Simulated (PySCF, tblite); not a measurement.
## fluoroform: calculation against experiment

**What was measured.**

From NIST CCCBDB Release 22 (SRD 101), experimental dipoles, for the gas: dipole moment (microwave Stark effect, vibrational ground state) 1.645 ± 0.009 D.

From NIST CCCBDB Release 22 (SRD 101), experimental polarizabilities, for the gas: mean polarisability 2.801 Å³.

From CRC Handbook of Chemistry and Physics, for the gas at 298.15 K: standard entropy 259.7 J/(mol K).

The runs below try to reproduce these values; the comparison stands at the end.

Species: fluoroform, CHF₃.
Atom-mapped SMILES: `[F:1][CH:2]([F:3])[F:4]` (hydrogens: H5 on C2)

Geometry (GFN2-xTB, Å), atoms numbered from 1 in this order:
```xyz
5
CHF3 angstrom
F     -0.9019   -0.8162   -0.4812
C      0.0049   -0.0076    0.0543
F      1.1776   -0.2566   -0.5163
F     -0.3370    1.2458   -0.2195
H      0.0650   -0.1626    1.1456
```

Runs made with PySCF (gas phase, on this GFN2-xTB geometry; no spin–orbit coupling):

| level | job | basis functions |
| --- | --- | --- |
| PBE0/pcSseg-1 | shieldings, charges and field gradients, density and orbital grids written | 73 |
| KT2/def2-QZVP, grid level 3, energy threshold 1e-06 Eh | shieldings, charges and field gradients | 258 |
| BLYP/def2-SVP | shieldings | 61 |
| HSE06/Sadlej pVTZ, start guess huckel | shieldings | 105 |
| CAM-B3LYP/def2-SVPD | 8 singlets by full TDDFT, 3 Tamm–Dancoff triplets, polarisability | 97 |
| PBE0/def2-SVPD | 6 singlets by full TDDFT, 2 Tamm–Dancoff triplets, polarisability, density and orbital grids written | 97 |
| B3LYP/pcJ-1 | spin–spin couplings from 5 perturbed nuclei | 118 |

GFN2-xTB wavenumbers (cm⁻¹, harmonic, unscaled, at the method's own geometry): 450, 450, 618, 1055, 1089, 1090, 1244, 1245, 2896. Point group C3v, symmetry number 3. Entropy at 298.15 K and 1 bar in J/(mol K): translation 161.8, rotation 90.3, vibration 9.6.

**Comparison with experiment**

**Dipole moment.** Measured: 1.645 D (NIST CCCBDB Release 22 (SRD 101), experimental dipoles).

```
              level  computed (D)  computed − measured (D)  % (from the printed values)
      PBE0/pcSseg-1         1.616                   -0.029                           -2
      KT2/def2-QZVP         1.472                   -0.173                          -11
      BLYP/def2-SVP         1.330                   -0.315                          -19
  HSE06/Sadlej pVTZ         1.566                   -0.079                           -5
CAM-B3LYP/def2-SVPD         1.667                   +0.022                           +1
     PBE0/def2-SVPD         1.608                   -0.037                           -2
        B3LYP/pcJ-1         1.614                   -0.031                           -2
```

Closest is CAM-B3LYP/def2-SVPD (+0.022 D), furthest BLYP/def2-SVP (-0.315 D); one molecule doesn't rank methods. The computed dipoles belong to one fixed geometry; measured ones are averaged over vibrations unless marked μe. Magnitudes are compared, not signs.

**Mean polarisability.** Measured: 2.801 Å³ (NIST CCCBDB Release 22 (SRD 101), experimental polarizabilities).

```csv
level,computed (Å³),computed − measured (Å³),% (from the printed values)
CAM-B3LYP/def2-SVPD,2.712,-0.089,-3
PBE0/def2-SVPD,2.699,-0.102,-4
```

Closest is CAM-B3LYP/def2-SVPD (-0.089 Å³), furthest PBE0/def2-SVPD (-0.102 Å³); one molecule doesn't rank methods. The computed values are static and purely electronic, with core orbitals frozen in the response (1 au = 0.148185 Å³). The table of measured values doesn't say here whether a value is static or optical, or holds a vibrational part.

**Standard entropy at 298.15 K.** Measured: 259.7 J/(mol K) (298.15 K; CRC Handbook of Chemistry and Physics).

| level | computed (J/(mol K)) | computed − measured (J/(mol K)) | % (from the printed values) |
| --- | --- | --- | --- |
| GFN2-xTB, rigid rotor and harmonic oscillator | 261.7 | +2.0 | +1 |

Ideal gas at 1 bar, most abundant isotopes; table values of this kind come from calorimetry or from spectroscopic constants.

The geometry is computed, not the measured one. Where a level misses, the cause wasn't examined.
